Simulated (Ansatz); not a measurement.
**What internal relaxation does to the elastic constants of C**

All numbers below come from DFT PBEsol, scalar-relativistic, plane waves, PAW in Ansatz. Plane waves to 420 eV; Γ-centred k mesh 14×14×14; fixed occupations. No spin polarisation.

Relaxed structure:
```xyz
2
Lattice="0.0000 2.1294 3.7057 1.2294 0.0000 3.7057 1.2294 2.1294 0.0000" Properties=species:S:1:pos:R:3 pbc="T T T"
C     1.2294    0.7099    3.7057
C     1.2294    3.5489    3.7057
```

The crystal is built of layers and no dispersion correction was added, so the binding between them is poorly described, and with it their spacing and whatever depends on it.

Clamped-ion constants (GPa, Voigt order; atoms follow the strain homogeneously):
C11 = 991.3, C12 = 152.0, C13 = -0.9, C22 = 990.1, C23 = -0.7, C33 = 6.3, C44 = -1.1, C55 = 2.9, C66 = 418.6 GPa; the others vanish.

Q: What are the constants once the atoms relax in each strained cell?

A:
```
965.2 177.8  -0.6   0.0   0.0   0.0
177.7 964.6  -1.0   0.0   0.0   0.0
 -0.7  -1.0   6.3   0.0   0.0   0.0
  0.0   0.0   0.0  -1.1   0.0   0.0
  0.0   0.0   0.0   0.0   2.9   0.0
  0.0   0.0   0.0   0.0   0.0 393.1
```
The Voigt shear modulus goes from 206.6 to 196.3 GPa and the Voigt bulk modulus doesn't change. Relaxation subtracts ΛᵀK⁻¹Λ/V, with Λ the forces that a strain puts on the atoms and K the zone-centre force constants. At a stable cell this can only lower the diagonal constants, and it acts only for strains that share their symmetry with an optical mode; elsewhere, and where the coupling is weak, the constants hardly move. The least eigenvalue of the relaxed constants is -1.1 GPa, so this cell isn't stable against every strain.

This form isn't the element's structure at ambient conditions.

Cost: 2 runs of about 5.8 core-minutes in all, on AMD EPYC 7R43 (Zen 3) (shared hosts).